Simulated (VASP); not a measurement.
Wanted: the native input for a VASP 6.6.1 run.

| Item | Value |
| --- | --- |
| Task | band structure |
| Functional | TB-mBJ |
| Potentials or basis | VASP PAW PBE potentials, release 64 (As, Al) |
| Cutoff | 520 eV |
| k mesh | 8 × 8 × 8 |
| Occupations | gaussian, width 0.02 eV |
| Spin | no spin polarisation |
| Further INCAR settings | ALGO = Normal; EDIFF = 1e-06; NBANDS = 11 |

The system is AlAs.

```
As Al
1.0
     0.00000    2.83040    2.83040
     2.83040    0.00000    2.83040
     2.83040    2.83040    0.00000
As Al
1 1
Cartesian
  4.2456 4.2456 4.2456
  0.0000 0.0000 0.0000
```

The input as run:

POSCAR

```
AlAs
1.0
    0.0000000000      2.8304000000      2.8304000000
    2.8304000000      0.0000000000      2.8304000000
    2.8304000000      2.8304000000      0.0000000000
As Al
1 1
Direct
    0.7500000000      0.7500000000      0.7500000000
    0.0000000000      0.0000000000      0.0000000000
```

INCAR.step1

```
SYSTEM = AlAs
PREC     = Accurate       ! precision mode
ENCUT    = 520            ! plane-wave cutoff, eV
EDIFF    = 1E-5           ! SCF threshold, eV
ISMEAR   = 0              ! smearing method
SIGMA    = 0.02           ! smearing width, eV
LREAL    = .FALSE.        ! projectors in reciprocal space
LASPH    = .TRUE.         ! aspherical terms in the spheres
NELM     = 100            ! most SCF steps
ALGO     = Normal         ! electronic algorithm
ISIF     = 2              ! what is computed and relaxed
LWAVE    = .TRUE.         ! write WAVECAR
LCHARG   = .FALSE.        ! write CHGCAR
NBANDS   = 11             ! bands
GGA      = PE             ! functional
```

INCAR.step2

```
SYSTEM = AlAs
PREC     = Accurate       ! precision mode
ENCUT    = 520            ! plane-wave cutoff, eV
EDIFF    = 1E-6           ! SCF threshold, eV
ISMEAR   = 0              ! smearing method
SIGMA    = 0.02           ! smearing width, eV
LREAL    = .FALSE.        ! projectors in reciprocal space
LASPH    = .TRUE.         ! aspherical terms in the spheres
NELM     = 100            ! most SCF steps
ALGO     = Normal         ! electronic algorithm
ISIF     = 2              ! what is computed and relaxed
LWAVE    = .FALSE.        ! write WAVECAR
LCHARG   = .FALSE.        ! write CHGCAR
METAGGA  = MBJ            ! meta-GGA
NBANDS   = 11             ! bands
ISTART   = 1
```

KPOINTS

```
regular mesh
0
G
  8 8 8
  0 0 0
```

KPOINTS_OPT

```
path GXWKGLUWLK,UX
10
line-mode
reciprocal
 0.0000000000  0.0000000000  0.0000000000  G
 0.5000000000  0.0000000000  0.5000000000  X

 0.5000000000  0.0000000000  0.5000000000  X
 0.5000000000  0.2500000000  0.7500000000  W

 0.5000000000  0.2500000000  0.7500000000  W
 0.3750000000  0.3750000000  0.7500000000  K

 0.3750000000  0.3750000000  0.7500000000  K
 0.0000000000  0.0000000000  0.0000000000  G

 0.0000000000  0.0000000000  0.0000000000  G
 0.5000000000  0.5000000000  0.5000000000  L

 0.5000000000  0.5000000000  0.5000000000  L
 0.6250000000  0.2500000000  0.6250000000  U

 0.6250000000  0.2500000000  0.6250000000  U
 0.5000000000  0.2500000000  0.7500000000  W

 0.5000000000  0.2500000000  0.7500000000  W
 0.5000000000  0.5000000000  0.5000000000  L

 0.5000000000  0.5000000000  0.5000000000  L
 0.3750000000  0.3750000000  0.7500000000  K

 0.6250000000  0.2500000000  0.6250000000  U
 0.5000000000  0.0000000000  0.5000000000  X
```

Potentials or basis: VASP PAW PBE potentials, release 64 (As, Al).

Run with:

```console
$ cat potpaw_PBE.64/As/POTCAR potpaw_PBE.64/Al/POTCAR > POTCAR
$ cp INCAR.step1 INCAR
$ mpirun -np 1 vasp_std > vasp.out
$ cp INCAR.step2 INCAR
$ mpirun -np 1 vasp_std > vasp.out
```

It gave:

The band gap on the k mesh is 2.16 eV, indirect (least direct gap 2.97 eV) and the band gap along the path is 2.16 eV, indirect (least direct gap 2.97 eV).

Wall time 64 s on 1 thread of Intel(R) Xeon(R) Platinum 8488C (Sapphire Rapids), on a shared host, peak memory 0.18 GiB.
